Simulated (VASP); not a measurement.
# Be (Fm-3m) in VASP: a series of runs, part 2 of 2

VASP 6.6.1.

## (3) Relaxation of cell and atoms, PBE

INCAR reads:

```
PREC = Accurate
ENCUT = 600
EDIFF = 1E-7
ISMEAR = 1
SIGMA = 0.1
LREAL = F
LASPH = T
NELM = 60
ALGO = Fast
ISIF = 3
LWAVE = F
LCHARG = F
GGA = PE
IBRION = 2
NSW = 60
EDIFFG = -0.01
```

KPOINTS reads:

```
regular mesh
0
Gamma
  14 14 14
```

POSCAR reads:

```
Be
1.0
    0.0000000000      1.5790500000      1.5790500000
    1.5790500000      0.0000000000      1.5790500000
    1.5790500000      1.5790500000      0.0000000000
Be
1
Direct
    0.0000000000      0.0000000000      0.0000000000
```

Potentials or basis: VASP PAW PBE potentials, release 64 (Be).

Launch:

```bash
> cat potpaw_PBE.64/Be/POTCAR > POTCAR
> mpirun -np 1 vasp_std > vasp.out
```

It took 5.4 s on 1 thread of Intel Xeon Platinum 8488C (Sapphire Rapids), shared host; peak memory 0.11 GiB.

The run converged. Its results:

* Free energy: -3.6815 eV
* Pressure after relaxing: -0.1 GPa
* Band gap on the k mesh: none (metal or under the smearing width)

Final structure:
```
Be
1.0
     0.00000    1.57905    1.57905
     1.57905    0.00000    1.57905
     1.57905    1.57905    0.00000
Be
1
Direct
  0.00000 0.00000 0.00000
```

Levels at points of the mesh, in eV from the Fermi level:
```
           k point  band 1  band 2  band 3  band 4  band 5
(0.00, 0.00, 0.00)  -11.81   19.51   19.51   19.51   29.18
(0.50, 0.00, 0.00)   -5.22    0.08   16.57   16.57   26.32
(0.50, 0.50, 0.00)   -2.60    3.91    9.60    9.60   15.24
```

Caveat: the relaxation stopped at its first step, so nothing moved.

## (4) Relaxation of cell and atoms, PBEsol

INCAR reads:

```
SYSTEM = Be
PREC = Accurate
ENCUT = 600
EDIFF = 1E-7
ISMEAR = 1
SIGMA = 0.1
LREAL = .False.
LASPH = .True.
NELM = 100
ALGO = Normal
ISIF = 3
LWAVE = .False.
LCHARG = .False.
GGA = PS
IBRION = 2
NSW = 60
EDIFFG = -0.01
```

KPOINTS reads:

```
Automatic mesh
0
Gamma
  14 14 14
  0 0 0
```

POSCAR is that of step 3.

Potentials or basis: VASP PAW PBE potentials, release 64 (Be).

Launch:

```bash
> cat potpaw_PBE.64/Be/POTCAR > POTCAR
> mpirun -np 1 vasp_std > vasp.out
```

OUTCAR:

```text
SYSTEM = Be
   PREC = Accurate
   ENCUT = 600
   EDIFF = 1E-7
   ISMEAR = 1
   LREAL = .False.
   LASPH = .True.
   NELM = 100
   ISIF = 3
   GGA = PS
   IBRION = 2
   NSW = 60
   EDIFFG = -0.01

 ion  position               nearest neighbor table
   1  0.000  0.000  0.000-

  LATTYP: Found a face centered cubic cell.
 ALAT       =     3.1581000000

  Lattice vectors:

 A1 = (   0.0000000000,   1.5790500000,   1.5790500000)
[... 421 lines left out ...]
      5      30.2981      0.00000

 [... further k-points ...]

------------------------ aborting loop because EDIFF is reached ----------------------------------------

  FORCE on cell =-STRESS in cart. coord.  units (eV):
  Direction    XX          YY          ZZ          XY          YZ          ZX
  --------------------------------------------------------------------------------------
  -------------------------------------------------------------------------------------
  Total       -0.0064354     -0.0064354     -0.0064354      0.0000000      0.0000000      0.0000000
  in kB       -1.3190497     -1.3190497     -1.3190497      0.0000000      0.0000000      0.0000000
  external PRESSURE =      -1.3190497 kB  Pullay stress =       0.0000000 kB

 VOLUME and BASIS-vectors are now :
 -----------------------------------------------------------------------------
  energy-cutoff  :      600.00
  volume of cell :        7.82
      direct lattice vectors                 reciprocal lattice vectors
     0.000000000  1.575182673  1.575182673    -0.317423502  0.317423502  0.317423502
     1.575182673 -0.000000000  1.575182673     0.317423502 -0.317423502  0.317423502
     1.575182673  1.575182673  0.000000000     0.317423502  0.317423502 -0.317423502

 POSITION                                       TOTAL-FORCE (eV/Angst)
 -----------------------------------------------------------------------------------
      0.00000      0.00000      0.00000         0.000000      0.000000      0.000000
 -----------------------------------------------------------------------------------
    total drift:                                0.000000      0.000000     -0.000000

  FREE ENERGIE OF THE ION-ELECTRON SYSTEM (eV)
  ---------------------------------------------------
  free  energy   TOTEN  =        -3.9146971589 eV

  energy  without entropy=       -3.9148282017  energy(sigma->0) =       -3.91474084

 reached required accuracy - stopping structural energy minimisation
```

OSZICAR:

```text
N       E                     dE             d eps       ncg     rms          rms(c)
DAV:   1    -0.208512807122E+01   -0.20851E+01   -0.11793E+03  1080   0.368E+02
DAV:   2    -0.391652930280E+01   -0.18314E+01   -0.17463E+01  1410   0.399E+01
DAV:   3    -0.392807731798E+01   -0.11548E-01   -0.11418E-01  1255   0.249E+00
DAV:   4    -0.392808623063E+01   -0.89127E-05   -0.89124E-05  1445   0.623E-02
DAV:   5    -0.392808623513E+01   -0.45028E-08   -0.41993E-08  1250   0.721E-04    0.812E-01
DAV:   6    -0.391832178689E+01    0.97644E-02   -0.76399E-04  1070   0.430E-01    0.495E-01
DAV:   7    -0.391448782830E+01    0.38340E-02   -0.79965E-04  1065   0.436E-01    0.943E-03
DAV:   8    -0.391448380629E+01    0.40220E-05   -0.98940E-07  1250   0.126E-02    0.326E-03
DAV:   9    -0.391448443996E+01   -0.63367E-06   -0.20763E-07  1205   0.398E-03    0.326E-04
DAV:  10    -0.391448436143E+01    0.78527E-07   -0.15603E-09   685   0.414E-04
   1 F= -.39144844E+01 E0= -.39145273E+01  d E =-.391448E+01
       N       E                     dE             d eps       ncg     rms          rms(c)
DAV:   1    -0.391469767019E+01   -0.21323E-03   -0.71317E-04  1065   0.305E-01    0.109E-02
DAV:   2    -0.391469681298E+01    0.85721E-06   -0.55043E-07  1275   0.933E-03    0.677E-03
DAV:   3    -0.391469717191E+01   -0.35893E-06   -0.41313E-07  1085   0.104E-02    0.204E-04
DAV:   4    -0.391469715889E+01    0.13020E-07   -0.88554E-10   595   0.359E-04
   2 F= -.39146972E+01 E0= -.39147408E+01  d E =-.212797E-03
```

CONTCAR:

```text
Be
   1.00000000000000
     0.0000000000000000    1.5751826732612557    1.5751826732612557
     1.5751826732612557   -0.0000000000000000    1.5751826732612557
     1.5751826732612557    1.5751826732612557    0.0000000000000000
  Be
     1
Direct
     0.0000000000000000    0.0000000000000000    0.0000000000000000

  0.00000000E+00  0.00000000E+00  0.00000000E+00
```

Wall time 6.4 s (1 thread of Intel Xeon Platinum 8488C (Sapphire Rapids), shared host); peak memory 0.11 GiB.

What came out:

- Free energy: -3.9147 eV
- Relaxed volume: 7.82 Å³/atom
- Relaxed cell: a = 2.228 Å, b = 2.228 Å, c = 2.228 Å, α = 60.00°, β = 60.00°, γ = 60.00°
- Space group after relaxing (to 0.05 Å): Fm-3m (No. 225)
- Energy gained by relaxing: 0.2 meV/atom
- Ionic steps: 2
- Pressure after relaxing: -0.1 GPa
- Band gap on the k mesh: none (metal or under the smearing width)

The path:
| step | energy change (eV) | largest force (eV/Å) | pressure (GPa) | volume (Å³) |
| --- | --- | --- | --- | --- |
| 1 | 0.0000 | 0.0000 | -1.03 | 7.87 |
| 2 | -0.0002 | 0.0000 | -0.13 | 7.82 |

Final structure:
```
Be
1.0
     0.00000    1.57518    1.57518
     1.57518    0.00000    1.57518
     1.57518    1.57518    0.00000
Be
1
Cartesian
  0.0000 0.0000 0.0000
```

Caveat: the PAW data sets were made with another functional, which shifts forces and pressure a little.

## (5) Atomic charges, rSCAN+D3(BJ), non-collinear spin, ferromagnetic start (cell strained at random at fixed volume)

INCAR reads:

```
ALGO = Normal
EDIFF = 1E-6
ENCUT = 520
ISIF = 2
ISMEAR = 0
IVDW = 12
LASPH = T
LCHARG = F
LMIXTAU = T
LNONCOLLINEAR = T
LORBIT = 11
LREAL = F
LWAVE = F
MAGMOM = 0 0 0.5
METAGGA = RSCAN
NELM = 60
PREC = Accurate
SIGMA = 0.01
VDW_A1 = 0.47023427
VDW_A2 = 5.73408312
VDW_S6 = 1.0
VDW_S8 = 1.08859014
```

KPOINTS reads:

```
k-points
0
Gamma
  10 10 10
```

POSCAR reads:

```
Be
1.0
   -0.0048650000      1.5841290000      1.6020860000
    1.5566340000      0.0089770000      1.5882450000
    1.5665740000      1.5802280000     -0.0009640000
Be
1
Direct
    0.0016110000      0.0349900000      0.0083640000
```

Launch:

```bash
> cat potpaw_PBE.64/Be/POTCAR > POTCAR
> mpirun -np 1 vasp_ncl > vasp.out
```

Wall time 12 min (1 thread of Intel Xeon Platinum 8488C (Sapphire Rapids), shared host); peak memory 0.2 GiB.

It converged, with:

| Property | Result |
| --- | --- |
| Free energy | -4.5429 eV |
| Pressure | -4.5 GPa |
| Band gap on the k mesh | none (metal or under the smearing width) |
| Net moment | 0.00 μB per cell |
| Valence electrons inside the program's atomic spheres | Be 1.17 |
| Dispersion energy per atom | -0.197 eV |

Stress tensor (GPa, compression positive):
```
-3.85 -0.82  1.46
-0.82 -3.94 -1.72
 1.46 -1.72 -5.85
```

Levels at points of the mesh, in eV from the Fermi level:
```
           k point  band 1  band 2  band 3  band 4  band 5  band 6  band 7
(0.00, 0.00, 0.00)  -12.66  -12.66   20.90   20.90   21.04   21.04   21.35
(0.50, 0.00, 0.00)   -5.60   -5.60   -0.09   -0.09   17.87   17.87   18.31
(0.00, 0.50, 0.00)   -5.44   -5.44    0.22    0.22   17.42   17.43   18.02
(0.50, 0.50, 0.00)   -2.94   -2.94    3.73    3.73   10.60   10.61   10.80
(0.00, 0.00, 0.50)   -5.56   -5.56   -0.01   -0.01   17.67   17.67   18.29
(0.50, 0.00, 0.50)   -2.68   -2.68    4.07    4.07   10.13   10.13   10.67
(0.00, 0.50, 0.50)   -2.47   -2.47    4.32    4.32    9.94    9.94   10.38
(0.50, 0.50, 0.50)   -5.55   -5.55    0.02    0.02   17.68   17.68   18.24
```

Moments on the atoms (μB; x, y, z):
```
Be  0.00 0.00 0.00
```

Caveat: the PAW data sets were made with another functional, which shifts forces and pressure a little; pairwise dispersion overbinds metals, which lowers pressure and volume.

## (6) Summary

```csv
task,level,spin,cell,k mesh,cutoff (eV),smearing,target pressure,gap on the mesh (eV),pressure (GPa)
relaxation of cell and atoms,PBEsol,off,relaxed to 30 GPa,14 × 14 × 14,600,fermi-dirac 0.05 eV,30 GPa,none,30.2
relaxation of cell and atoms,PBE,off,relaxed,14 × 14 × 14,600,methfessel-paxton 0.1 eV,-,none,-0.1
relaxation of cell and atoms,PBEsol,off,relaxed,14 × 14 × 14,600,methfessel-paxton 0.1 eV,-,none,-0.1
atomic charges,rSCAN+D3(BJ),"non-collinear, ferromagnetic start",cell strained at random at fixed volume,10 × 10 × 10,520,gaussian 0.01 eV,-,none,-4.5
```

Alike in all rows: potentials or basis VASP PAW PBE potentials, release 64 (Be).

Caveats: the PAW data sets were made with another functional, which shifts forces and pressure a little (some runs); the cell is relaxed towards a set pressure, so the enthalpy falls and the energy may rise (some runs); the volume moved by over 15 % at a fixed basis, so the end points are rough (some runs); the relaxation stopped at its first step, so nothing moved (some runs); pairwise dispersion overbinds metals, which lowers pressure and volume (some runs).

Total energies depend on the potentials used, so only differences within one code and one set of settings carry meaning.
